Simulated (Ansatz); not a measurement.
Wanted: the native input for an Ansatz 0.2.0 run.

```
Task                : elastic constants
Functional          : LDA
Potentials or basis : Ansatz PAW
Cutoff              : 420 eV (not typed: the program's choice for these potentials)
k mesh              : 7 × 7 × 7
Occupations         : fermi-dirac, width 0.05 eV
Spin                : collinear spin, ferromagnetic start
Starting moments    : [4.0, 0.0] μB
Atoms under strain  : clamped
```

MnO:

```xyz
2
Lattice="0.0000 2.2239 2.2239 2.2239 0.0000 2.2239 2.2239 2.2239 0.0000" Properties=species:S:1:pos:R:3 pbc="T T T"
Mn    0.0000    0.0000    0.0000
O     2.2239    2.2239    2.2239
```

The cell is a database's computed one.

These files were run (other wordings do the same):

input.yaml

```yaml
crystal:
  lattice:
    - [0.0, 2.2239077028, 2.2239077028]
    - [2.2239077028, 0.0, 2.2239077028]
    - [2.2239077028, 2.2239077028, 0.0]
  atoms:
    - { symbol: Mn, position: [0.0, 0.0, 0.0], spin: 4.0 }
    - { symbol: O, position: [0.5, 0.5, 0.5] }
hamiltonian:
  xc: lda
  pseudopotentials: { kind: paw }
magnetization:
  spin_polarized: true
kpoints:
  mp_grid: { grid: [7, 7, 7] }
scf:
  occupations: { method: fermi_dirac, width: 0.05 }
output:
  forces: true
  stress: true
elastic:
  mode: clamped_ion
  stencil: two_point
```

Potentials or basis: Ansatz PAW.

The run is started by

```bash
$ ansatz run input.yaml --threads 2 --pin off --max-ram 5632MiB --backend cpu --events-out ev --progress --plain --runs-dir out
```

It gave:

```yaml
Pressure: -16.9 GPa
Band_gap_on_the_k_mesh: none (metal or under the smearing width)
Net_moment: 4.59 μB per cell
Absolute_moment: 4.59 μB per cell
Site_moments: Mn +3.90; O +0.21 μB
Clamped-ion_elastic_constants_C11_C12_C44: 97, 97, 70 GPa
Voigt_bulk_modulus: 97 GPa
```

Caveat: the cell is more than 3 GPa from zero pressure, which shifts response properties; elastic constants of metals need much finer meshes, so these are rough; so large a pressure means that the cell lies far from this level's equilibrium, or that cutoff or potentials fall short; the pressure holds a Pulay correction of +0.8 GPa for the finite cutoff; a cell with one magnetic atom can't hold antiferromagnetic order, which such compounds often take; semilocal functionals often make such compounds metallic where correlation or magnetic order opens a gap, which also shifts bond lengths; the PAW data sets come from PBE, with cores solved anew for the run's functional, which leaves a small shift of forces and pressure.

It took 5.2 s on 2 threads of Intel(R) Xeon(R) 6975P-C (Granite Rapids) (shared host), peak memory 0.37 GiB.
